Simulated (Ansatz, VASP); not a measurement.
## Two plane-wave programs on InPd

```
In Pd
1.0
     3.27188    0.00000    0.00000
     0.00000    3.27188    0.00000
     0.00000    0.00000    3.27188
In Pd
1 1
Cartesian
  0.0000 0.0000 0.0000
  1.6359 1.6359 1.6359
```

The cell comes from a database or a generator and needn't be the stable form of this composition.

Alike in both runs: task relaxation of cell and atoms; functional RPBE; dispersion D3(BJ); k mesh 8 × 8 × 8; occupations fermi-dirac, width 0.05 eV; no spin polarisation.

```csv
,VASP,Ansatz
version,VASP 6.6.1,Ansatz 0.2.0
potentials or method,"VASP PAW PBE potentials, release 64 (In_d, Pd)",Ansatz PAW
plane-wave cutoff (eV),600,420
valence electrons in the cell,23,31
```

```csv
,VASP,Ansatz,Ansatz less VASP
"gap on the k mesh at the Fermi level, each at its own relaxed structure (eV)",none,none,-
relaxed volume (Å³/atom),14.85,14.82,-0.032
relaxed cell length with the largest relative difference (Å),3.097,3.095,-0.0022
energy change over the relaxation (meV/atom),-258,-262,-3.5
```

A gap of «none» marks a metal or a gap that the smearing closes. The two sets of potentials don't hold the same shells in valence.

Caveats: the volume moved by over 15 % at a fixed basis, so the end points are rough; pairwise dispersion overbinds metals, which lowers pressure and volume; the PAW data sets were made with another functional, which shifts forces and pressure a little (VASP); the plane-wave basis is chosen anew once the cell has moved, so the energies of steps on either side of that aren't comparable (Ansatz); the PAW data sets come from PBE, with cores solved anew for the run's functional, which leaves a small shift of forces and pressure (Ansatz).
